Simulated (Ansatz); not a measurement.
# SnO2: the change of energy above lowest point and pressure with volume scale

Results calculated with Ansatz 0.2.0, not measured. Free energy against uniform scaling of the volume at fixed shape and fractions; periodic cell, basis, potentials, k mesh and filling as listed.

The cell before it is scaled or strained (space group P6_3/mmc, No. 194):
```
SnO2
1.0
      3.2306     0.0000     0.0000
     -1.6153     2.7978     0.0000
      0.0000     0.0000    10.7906
Sn O
2 4
Direct
  0.00000 0.00000 0.50000
  0.00000 0.00000 0.00000
  0.66667 0.33333 0.40586
  0.66667 0.33333 0.09414
  0.33333 0.66667 0.59414
  0.33333 0.66667 0.90586
```

Settings of every row: functional PBEsol; dispersion none; potentials PAW; wave cutoff 420 eV; density cutoff 1680 eV; k mesh 12x12x2; k shift 0x0x0; occupations cold; smearing width 0.1 eV; spin none; SCF threshold exponent -10.

Limits: the cell comes from a prototype or a list of computed structures and needn't be the stable phase.

```
row  volume scale  V (Å³/atom)  energy above lowest point (meV/atom)  pressure (GPa)
  1           0.9        14.63                                  36.8           11.75
  2         0.925       15.036                                  13.5            6.81
  3          0.95       15.443                                   1.7            2.56
  4         0.975       15.849                                     0           -1.12
  5             1       16.255                                     7           -4.29
  6         1.025       16.662                                     ?               ?
  7          1.05       17.068                                  42.2           -9.36
  8         1.075       17.474                                  68.6          -11.38
  9           1.1       17.881                                  99.7           -13.1
```

Question: what energy above lowest point and pressure should row 6 give?

Worked fit of energy above lowest point. Take u = (V_r/V)^(2/3) − 1 with V_r = 16.052 Å³ an atom, which is twice the finite (Eulerian) strain; such expansions in the strain, on which the Birch-Murnaghan equation of state is built, carry the rest volume and the bulk modulus. The shown rows have u = 0.06379, 0.04455, 0.02612, 0.00852, -0.00834, -0.04009, -0.05502, -0.06941. Least squares give energy above lowest point = 2.51 − 414.9 × u + 14584 × u² + 5529 × u³ meV/atom; a parabola predicts inner rows, each left out in turn, worse (root mean square 0.38 against 0.05 meV/atom). All shown rows lie on it to the printed digit. Its lowest point lies at u = 0.0141, or V = 15.72 Å³ an atom, and the curvature there gives the bulk modulus at fixed shape and fractions, B = (4/9)(1 + u)² E″(u)/V = 138 GPa. Letting shape and atoms relax would as a rule lower it, by much in layered, chain or molecular crystals. The withheld row has u = -0.02456, so the fit gives 2.51 − 414.9 × (-0.02456) + 14584 × (-0.02456)² + 5529 × (-0.02456)³ = 21.4 meV/atom.

The calculation gave 21.3 meV/atom. The fit lies 0.1 meV/atom (0.1 % of the column's range) above it, one unit of the last digit.

Worked fit of pressure. Take u = (V_r/V)^(2/3) − 1 with V_r = 16.052 Å³ an atom, which is twice the finite (Eulerian) strain; such expansions in the strain, on which the Birch-Murnaghan equation of state is built, carry the rest volume and the bulk modulus. The shown rows have u = 0.06379, 0.04455, 0.02612, 0.00852, -0.00834, -0.04009, -0.05502, -0.06941. Least squares give pressure = −2.762 + 187.62 × u + 592.2 × u² + 506 × u³ GPa; a parabola predicts inner rows, each left out in turn, worse (root mean square 0.035 against 0.0086 GPa). The rows lie off it by 0.00, -0.01, 0.01, 0.00, 0.00, 0.00, 0.00, 0.00. The pressure vanishes at u = 0.0141, or V = 15.72 Å³ an atom, and there the bulk modulus at fixed shape and fractions is B = −V dP/dV = (2/3)(1 + u) dP/du = 138 GPa. Letting shape and atoms relax would as a rule lower it, by much in layered, chain or molecular crystals. The withheld row has u = -0.02456, so the fit gives −2.762 + 187.62 × (-0.02456) + 592.2 × (-0.02456)² + 506 × (-0.02456)³ = -7.02 GPa.

The calculation gave -7.01 GPa. The fit lies 0.01 GPa (0.04 % of the column's range) below it, one unit of the last digit.
